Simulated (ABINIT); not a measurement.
**GaN (F-43m): a self-consistent loop beyond G0W0, cycle by cycle**

Aim: iterate the self-energy on GaN (F-43m) and follow the gap from cycle to cycle.

Calculated with ABINIT 10.8.3; PBE and many-body steps on it, plane waves.

**What was measured.**

- Gap 3.23 eV: absorption onset (direct gap at Gamma) of unexcited film, from imaginary part of dielectric function; spectroscopic ellipsometry (steady-state reference of time-resolved measurement); 300 K; film on 3C-SiC/Si(001) (“Femtosecond pump-probe absorption edge spectroscopy of cubic GaN”, 2022, arxiv:2206.02223).

## (1) Set-up

Symmetry: F-43m, No. 216, cubic system. The conventional cell has a = 4.507 Å, b = 4.507 Å, c = 4.507 Å, α = 90.00°, β = 90.00°, γ = 90.00°. Nearest to Ga lie 4 N at 1.95 Å. N has 4 Ga at 1.95 Å nearest. Farther neighbours and most contacts between anions are not listed.

The cell and positions are those that the Materials Project relaxed with its own functionals (PBE, PBE+U or r2SCAN), kept fixed. This is not the form that GaN usually takes at ambient conditions.

## (2) Empty states on the mesh, 6×6×6 mesh, 190 bands

This step: ABINIT 10.8.3; DFT, PBE, plane waves, norm-conserving pseudopotentials.

The sums over transitions need many empty states on a uniform mesh; this step solves for them.

Contents of run.abi:

```
acell 3*1.0 Angstrom
rprim 
  0.000000000000 2.253500607500 2.253500607500
  2.253500607500 0.000000000000 2.253500607500
  2.253500607500 2.253500607500 0.000000000000
ntypat 2
znucl 31 7
natom 2
typat 1 2
xred 
  0.000000000000 0.000000000000 0.000000000000
  0.750000000000 0.750000000000 0.750000000000
pp_dirpath "pseudos"
pseudos "Ga.upf, N.upf"
ecut 45
ngkpt 6 6 6
nshiftk 1
shiftk 0 0 0
kptopt 1
chksymbreak 0
irdden 1
istwfk *1
nband 190
prtvol 0
optdriver 6
gwr_task "HDIAGO"
paral_kgb 0
occopt 1
indata_prefix "in"
outdata_prefix "out"
tmpdata_prefix "tmp"
```

Started as:

```bash
OMP_NUM_THREADS=1 mpirun -n 8 abinit run.abi > log
```

Log:

```text
.Version 10.8.3 of ABINIT. v10.8.2 released Aug 2026.

 Symmetries : space group F-4 3 m (#216); Bravais cF (face-center cubic)
[... echo of the input left out ...]
== DATASET  1 ==================================================================
-   mpi_nproc: 8, omp_nthreads: 1 (-1 if OMP is not activated)

--- !DatasetInfo
iteration_state: {dtset: 1, }
dimensions: {natom: 2, nkpt: 16, mband: 190, nsppol: 1, nspinor: 1, nspden: 1, mpw: 2252, }
cutoff_energies: {ecut:  45.0, pawecutdg:  -1.0, }
[...]
Direct band gap semiconductor
 Fundamental gap:     1.748 (eV)
   VBM:     6.863 (eV) at k: [ 0.0000E+00,  0.0000E+00,  0.0000E+00]
   CBM:     8.611 (eV) at k: [ 0.0000E+00,  0.0000E+00,  0.0000E+00]
 Direct gap:         1.748 (eV) at k: [ 0.0000E+00,  0.0000E+00,  0.0000E+00]

== END DATASET(S) ==============================================================
================================================================================

 -outvars: echo values of variables after computation  --------
           etotal      0.0000000000E+00
            nband         190
             nkpt          16
          spgroup         216
 [... the other variables as echoed above ...]

 Calculation completed.
```

Run time: 34 s. Hardware: 8 MPI ranks of Arm Neoverse N1, shared host; peak memory 2.6 GiB; 4.5 min of CPU time.

Numbers from this step:

- gap: 1.748 eV
- k of the valence top: 0, 0, 0
- k of the conduction bottom: 0, 0, 0
- least direct gap: 1.748 eV
- k points computed: 16
- lowest point of the top converged band, above the valence top: 205.3414 eV

On this mesh the gap is 1.748 eV.

The density comes from a self-consistent run that is not shown.

## (3) Screening, 6×6×6 mesh, 182 bands, screening to 359.2 eV

The RPA dielectric matrix is built and inverted for each q.

This step: RPA screening on PBE, plane waves, norm-conserving pseudopotentials.

run.abi, as its differences from that of step 2:

```diff
@@ -20,10 +20,11 @@
 chksymbreak 0
-irdden 1
 istwfk *1
-nband 190
-prtvol 0
-optdriver 6
-gwr_task "HDIAGO"
-paral_kgb 0
 occopt 1
+irdwfk 1
+optdriver 3
+nband 182
+ecuteps 13.2
+inclvkb 2
+awtr 1
+symchi 1
 indata_prefix "in"
```

Log:

```text
.Version 10.8.3 of ABINIT. v10.8.2 released Aug 2026.

 Symmetries : space group F-4 3 m (#216); Bravais cF (face-center cubic)
[... echo of the input left out ...]
== DATASET  1 ==================================================================
-   mpi_nproc: 8, omp_nthreads: 1 (-1 if OMP is not activated)

--- !DatasetInfo
iteration_state: {dtset: 1, }
dimensions: {natom: 2, nkpt: 16, mband: 182, nsppol: 1, nspinor: 1, nspden: 1, mpw: 2252, }
cutoff_energies: {ecut:  45.0, pawecutdg:  -1.0, }
electrons: {nelect:   2.60000000E+01, charge:   0.00000000E+00, occopt:   1.00000000E+00, tsmear:   1.00000000E-02, }

 SCREENING: Calculation of the susceptibility and dielectric matrices

 Based on a program developped by R.W. Godby, V. Olevano, G. Onida, and L. Reining.
 Incorporated in ABINIT by V. Olevano, G.-M. Rignanese, and M. Torrent.
.Using double precision arithmetic ; gwpc =  8

[... cell and pseudopotentials left out ...]
--------------------------------------------------------------------------------

 ==== K-mesh for the wavefunctions ====
 Number of points in the irreducible wedge :    16
[... list of points left out ...]
 Together with 24 symmetry operations and time-reversal symmetry
 yields   216 points in the full Brillouin Zone.

 ==== Q-mesh for the screening function ====
 Number of points in the irreducible wedge :    16
[... list of points left out ...]
 Together with 24 symmetry operations and time-reversal symmetry
 yields   216 points in the full Brillouin Zone.

 setmesh: FFT mesh size selected  =    27x   27x   27
          total number of points  =        19683

 vcoul_init : cutoff-mode = AUXILIARY_FUNCTION
 q-points for optical limit:   1
     1)      0.000010    0.000020    0.000030

- screening: taking advantage of time-reversal symmetry
- Maximum band index for partially occupied states nbvw = 13
- Remaining bands to be divided among processors   nbcw = 169
- Number of bands treated by each node ~21

 Number of electrons calculated from density =   26.0000; Expected =   26.0000
 average of density, n =  0.168335
 r_s =    1.1235
 omega_plasma =   39.5770 [eV]

 calculating chi0 at frequencies [eV] :
  1    0.000000E+00    0.000000E+00
  2    0.000000E+00    3.957696E+01

--------------------------------------------------------------------------------
  q-point number  1        q = ( 0.000000, 0.000000, 0.000000) [r.l.u.]
--------------------------------------------------------------------------------
[... chi0 elements left out ...]
 For q-point:  0.000010 0.000020 0.000030
  dielectric constant =   6.4064
  dielectric constant without local fields =   6.8789

  Average fulfillment of the sum rule on Im[epsilon] for q-point    1 :     68.21  [%]
[... wings left out ...]
  q-point number  2        q = ( 0.166667, 0.000000, 0.000000) [r.l.u.]
--------------------------------------------------------------------------------
[... chi0 elements left out ...]
  Average fulfillment of the sum rule on Im[epsilon] for q-point    2 :     79.71  [%]

 [... 14 further q-points ...]
```

It took 9.8 min on 8 MPI ranks; peak memory 2.3 GiB.

This step gave:

| Item | Value |
| --- | --- |
| ε∞ with local fields, on this mesh, along the program's q direction | 6.406 |
| the same without local fields | 6.879 |
| plasma frequency | 39.58 eV |
| plane waves in the screening matrix | 339 |

Local fields lower ε∞ by 7 %.

## (4) G0W0

The self-energy is evaluated for the states that the input lists, and the levels follow from it, in one-shot runs by the linearised quasiparticle equation.

This step: G0W0 on PBE, plane waves, norm-conserving pseudopotentials.

run.abi, as its differences from that of step 3:

```diff
@@ -23,8 +23,19 @@
 irdwfk 1
-optdriver 3
+optdriver 4
 nband 182
+gwcalctyp 0
+ecutsigx 45
+symsigma 1
+nkptgw 3
+kptgw 
+  0.0000000000 0.0000000000 0.0000000000
+  0.5000000000 0.0000000000 0.0000000000
+  0.5000000000 0.5000000000 0.0000000000
+bdgw 
+  11 17
+  12 15
+  12 15
 ecuteps 13.2
-inclvkb 2
-awtr 1
-symchi 1
+irdscr 1
+ppmodel 1
 indata_prefix "in"
```

Log:

```text
.Version 10.8.3 of ABINIT. v10.8.2 released Aug 2026.

 Symmetries : space group F-4 3 m (#216); Bravais cF (face-center cubic)
[... echo of the input left out ...]
== DATASET  1 ==================================================================
-   mpi_nproc: 8, omp_nthreads: 1 (-1 if OMP is not activated)

--- !DatasetInfo
iteration_state: {dtset: 1, }
dimensions: {natom: 2, nkpt: 16, mband: 182, nsppol: 1, nspinor: 1, nspden: 1, mpw: 2252, }
cutoff_energies: {ecut:  45.0, pawecutdg:  -1.0, }
electrons: {nelect:   2.60000000E+01, charge:   0.00000000E+00, occopt:   1.00000000E+00, tsmear:   1.00000000E-02, }

 SIGMA: Calculation of the GW corrections

 Based on a program developped by R.W. Godby, V. Olevano, G. Onida, and L. Reining.
 Incorporated in ABINIT by V. Olevano, G.-M. Rignanese, and M. Torrent.
.Using double precision arithmetic ; gwpc =  8

[... cell and pseudopotentials left out ...]
--------------------------------------------------------------------------------

 ==== K-mesh for the wavefunctions ====
 Number of points in the irreducible wedge :    16
[... list of points left out ...]
 Together with 24 symmetry operations and time-reversal symmetry
 yields   216 points in the full Brillouin Zone.

 ==== Q-mesh for screening function ====
 Number of points in the irreducible wedge :    16
[... list of points left out ...]
 Together with 24 symmetry operations and time-reversal symmetry
 yields   216 points in the full Brillouin Zone.

 vcoul_init : cutoff-mode = AUXILIARY_FUNCTION
 q-points for optical limit:   1
     1)      0.000010    0.000020    0.000030
 setmesh: FFT mesh size selected  =    40x   40x   40
          total number of points  =        64000

 Number of electrons calculated from density =   26.0000; Expected =   26.0000
 average of density, n =  0.168335
 r_s =    1.1235
 omega_plasma =   39.5770 [eV]

 === KS Band Gaps ===
  >>>> For spin  1
   Minimum direct gap =   1.7479 [eV], located at k-point      :   0.0000  0.0000  0.0000
   Fundamental gap    =   1.7479 [eV], Top of valence bands at :   0.0000  0.0000  0.0000
                                       Bottom of conduction at :   0.0000  0.0000  0.0000
 SIGMA fundamental parameters:
 PLASMON POLE MODEL  1
 number of plane-waves for SigmaX                 2229
 number of plane-waves for SigmaC and W            339
 number of plane-waves for wavefunctions          2229
 number of bands                                   182
 number of independent spin polarizations            1
 number of spinorial components                      1
 number of k-points in IBZ                          16
 number of q-points in IBZ                          16
 number of symmetry operations                      24
 number of k-points in BZ                          216
 number of q-points in BZ                          216
 number of frequencies for dSigma/dE                 9
 frequency step for dSigma/dE [eV]                0.25
 number of omega for Sigma on real axis              0
 max omega for Sigma on real axis  [eV]           0.00
 zcut for avoiding poles [eV]                     0.10

 EPSILON^-1 parameters (SCR file):
 dimension of the eps^-1 matrix on file            339
 dimension of the eps^-1 matrix used               339
 number of plane-waves for wavefunctions          2229
 number of bands                                   182
 number of q-points in IBZ                          16
 number of frequencies                               2
 number of real frequencies                          1
 number of imag frequencies                          1

 matrix elements of self-energy operator (all in [eV])

 Perturbative Calculation

--- !SelfEnergy_ee
iteration_state: {dtset: 1, }
kpoint     : [   0.000,    0.000,    0.000, ]
spin       : 1
KS_gap     :    1.748
QP_gap     :    2.632
Delta_QP_KS:    0.884
data: !SigmaeeData |
     Band     E0 <VxcDFT>   SigX SigC(E0)      Z dSigC/dE  Sig(E)    E-E0       E
       11   6.863 -19.085 -22.547   2.553   0.795  -0.257 -19.809  -0.724   6.139
       12   6.863 -19.085 -22.547   2.553   0.795  -0.257 -19.809  -0.724   6.139
       13   6.863 -19.085 -22.547   2.553   0.795  -0.257 -19.809  -0.724   6.139
       14   8.611 -14.162 -10.109  -3.859   0.823  -0.215 -14.002   0.160   8.771
       15  17.222 -13.047  -7.024  -5.268   0.832  -0.202 -12.419   0.628  17.850
       16  17.222 -13.047  -7.024  -5.268   0.832  -0.202 -12.419   0.628  17.850
[...]
--- !SelfEnergy_ee
iteration_state: {dtset: 1, }
kpoint     : [   0.500,    0.000,    0.000, ]
spin       : 1
KS_gap     :    5.630
QP_gap     :    6.839
Delta_QP_KS:    1.209
data: !SigmaeeData |
     Band     E0 <VxcDFT>   SigX SigC(E0)      Z dSigC/dE  Sig(E)    E-E0       E
[...]
--- !SelfEnergy_ee
iteration_state: {dtset: 1, }
kpoint     : [   0.500,    0.500,    0.000, ]
spin       : 1
KS_gap     :    6.074
QP_gap     :    7.244
Delta_QP_KS:    1.170
data: !SigmaeeData |
     Band     E0 <VxcDFT>   SigX SigC(E0)      Z dSigC/dE  Sig(E)    E-E0       E
[...]
13   4.170 -16.115 -20.474   3.051   0.794  -0.260 -17.153  -1.038   3.133
       14  10.244 -11.880  -7.639  -4.083   0.843  -0.186 -11.747   0.133  10.377
       15  13.555 -14.278  -8.845  -4.771   0.836  -0.196 -13.725   0.553  14.108

== END DATASET(S) ==============================================================
================================================================================

 -outvars: echo values of variables after computation  --------
           etotal      0.0000000000E+00
            nband         182
             nkpt          16
          spgroup         216
 [... the other variables as echoed above ...]

 Calculation completed.
```

Elapsed: 85 s, on 8 MPI ranks; peak memory 2.6 GiB.

This step gave:

* G0W0 gap on the points computed: 2.632 eV
* starting gap on the mesh: 1.748 eV
* k of the valence top: 0, 0, 0
* k of the conduction bottom: 0, 0, 0
* Z at the valence top: 0.795
* Z at the conduction bottom: 0.823
* least direct G0W0 gap on the computed points: 2.632 eV

The gap on the mesh goes from 1.75 eV to 2.63 eV, a correction of +0.88 eV.

## (5) evGW0, cycle 1

This step: evGW0 on PBE, plane waves, norm-conserving pseudopotentials.

run.abi, as its differences from that of step 4:

```diff
@@ -25,14 +25,40 @@
 nband 182
-gwcalctyp 0
+gwcalctyp 10
 ecutsigx 45
 symsigma 1
-nkptgw 3
+nkptgw 16
 kptgw 
   0.0000000000 0.0000000000 0.0000000000
+  0.1666666667 0.0000000000 0.0000000000
+  0.3333333333 0.0000000000 0.0000000000
   0.5000000000 0.0000000000 0.0000000000
+  0.1666666667 0.1666666667 0.0000000000
+  0.3333333333 0.1666666667 0.0000000000
+  0.5000000000 0.1666666667 0.0000000000
+  -0.3333333333 0.1666666667 0.0000000000
+  -0.1666666667 0.1666666667 0.0000000000
+  0.3333333333 0.3333333333 0.0000000000
+  0.5000000000 0.3333333333 0.0000000000
+  -0.3333333333 0.3333333333 0.0000000000
   0.5000000000 0.5000000000 0.0000000000
+  0.5000000000 0.3333333333 0.1666666667
+  -0.3333333333 0.3333333333 0.1666666667
+  -0.3333333333 0.5000000000 0.1666666667
 bdgw 
-  11 17
-  12 15
-  12 15
+  11 18
+  11 18
+  11 18
+  11 18
+  11 18
+  11 18
+  11 18
+  11 18
+  11 18
+  11 18
+  11 18
+  11 18
+  11 18
+  11 18
+  11 18
+  11 18
 ecuteps 13.2
```

Log:

```text
.Version 10.8.3 of ABINIT. v10.8.2 released Aug 2026.

 Symmetries : space group F-4 3 m (#216); Bravais cF (face-center cubic)
[... echo of the input left out ...]
== DATASET  1 ==================================================================
-   mpi_nproc: 8, omp_nthreads: 1 (-1 if OMP is not activated)

--- !DatasetInfo
iteration_state: {dtset: 1, }
dimensions: {natom: 2, nkpt: 16, mband: 182, nsppol: 1, nspinor: 1, nspden: 1, mpw: 2252, }
cutoff_energies: {ecut:  45.0, pawecutdg:  -1.0, }
electrons: {nelect:   2.60000000E+01, charge:   0.00000000E+00, occopt:   1.00000000E+00, tsmear:   1.00000000E-02, }

 SIGMA: Calculation of the GW corrections

 Based on a program developped by R.W. Godby, V. Olevano, G. Onida, and L. Reining.
 Incorporated in ABINIT by V. Olevano, G.-M. Rignanese, and M. Torrent.
.Using double precision arithmetic ; gwpc =  8

[... cell and pseudopotentials left out ...]
--------------------------------------------------------------------------------

 ==== K-mesh for the wavefunctions ====
 Number of points in the irreducible wedge :    16
[... list of points left out ...]
 Together with 24 symmetry operations and time-reversal symmetry
 yields   216 points in the full Brillouin Zone.

 ==== Q-mesh for screening function ====
 Number of points in the irreducible wedge :    16
[... list of points left out ...]
 Together with 24 symmetry operations and time-reversal symmetry
 yields   216 points in the full Brillouin Zone.

 vcoul_init : cutoff-mode = AUXILIARY_FUNCTION
 q-points for optical limit:   1
     1)      0.000010    0.000020    0.000030
 setmesh: FFT mesh size selected  =    40x   40x   40
          total number of points  =        64000

 Number of electrons calculated from density =   26.0000; Expected =   26.0000
[...]
spin       : 1
KS_gap     :    8.905
QP_gap     :   10.361
Delta_QP_KS:    1.456
data: !SigmaeeData |
     Band     E_DFT   <VxcDFT>   E(N-1)  <Hhartree>   SigX  SigC[E(N-1)]    Z     dSigC/dE  Sig[E(N)]  DeltaE  E(N)_pert E(N)_diago
[...]
--- !SelfEnergy_ee
iteration_state: {dtset: 1, }
kpoint     : [  -0.333,    0.500,    0.167, ]
spin       : 1
KS_gap     :    8.738
QP_gap     :   10.186
Delta_QP_KS:    1.448
data: !SigmaeeData |
     Band     E_DFT   <VxcDFT>   E(N-1)  <Hhartree>   SigX  SigC[E(N-1)]    Z     dSigC/dE  Sig[E(N)]  DeltaE  E(N)_pert E(N)_diago
[...]
17    18.246   -13.634    18.246    31.880    -6.904    -5.970     0.810    -0.234   -13.018     0.616    18.862    19.007
       18    21.639   -14.686    21.639    36.325    -6.929    -6.706     0.808    -0.237   -13.837     0.849    22.489    22.690

 New Fermi energy :        2.711808E-01 Ha ,    7.379206E+00 eV

 === QP Band Gaps ===
  >>>> For spin  1
   Minimum direct gap =   2.8521 [eV], located at k-point      :   0.0000  0.0000  0.0000
   Fundamental gap    =   2.8521 [eV], Top of valence bands at :   0.0000  0.0000  0.0000
                                       Bottom of conduction at :   0.0000  0.0000  0.0000

 writing QP data on file : out_QPS

 Convergence of QP corrections
 >>>>> For spin  1 <<<<<
.  kptgw no:  1; Maximum DeltaE = (   0.000   0.000) for band index:  1
.  kptgw no:  2; Maximum DeltaE = (   0.000   0.000) for band index:  1
.  kptgw no:  3; Maximum DeltaE = (   0.628   0.005) for band index:  1
[...]
.  kptgw no: 15; Maximum DeltaE = (   0.883  -0.015) for band index:  1
.  kptgw no: 16; Maximum DeltaE = (   0.746  -0.000) for band index:  1

== END DATASET(S) ==============================================================
================================================================================

 -outvars: echo values of variables after computation  --------
           etotal      0.0000000000E+00
            nband         182
             nkpt          16
          spgroup         216
 [... the other variables as echoed above ...]

 Calculation completed.
```

It took 37 min on 8 MPI ranks; peak memory 3.3 GiB.

Numbers from this step:

```yaml
quasiparticle_gap_on_the_mesh: 2.852 eV
gap_of_the_density_functional_on_the_mesh: 1.748 eV
k_of_the_valence_top: 0, 0, 0
k_of_the_conduction_bottom: 0, 0, 0
z_at_the_valence_top: 0.795
z_at_the_conduction_bottom: 0.823
least_direct_quasiparticle_gap_on_the_computed_points: 2.852 eV
```

Against G0W0 in ABINIT (6×6×6 mesh, 182 bands, screening to 359.2 eV, Godby-Needs plasmon pole), the gap moves by +0.220 eV. This first cycle still uses the starting levels; it takes the full correction, at all points of the mesh, and its linearised value is 2.632 eV.

(Part 1 of 2 ends here.)

[Paths, hosts, dates, memory and timing lines, banners, echoed tables and standing remarks are left out of the program output.]

[Logs are printed without paths, hosts, clocks, repeated set-up lines and the standing remarks that a program may print on its own settings, such as how far it seeks lower states.]

[Runs of the session that timed out or met a known fault of the program may be left out.]

[Hosts, paths, dates, database ids (printed as entryN), source tags and the programs' standing remarks are cut or masked in the printed files.]

[G0W0 gaps are taken among the corrected bands and points alone; a level outside them can change the order at an edge.]

[Where Ansatz stands beside ABINIT at settings called matched, ABINIT's density can come from a denser mesh and the files from another edition; pairs whose starting gaps differed by over 0.03 eV were left out, so agreement reads better than it is.]
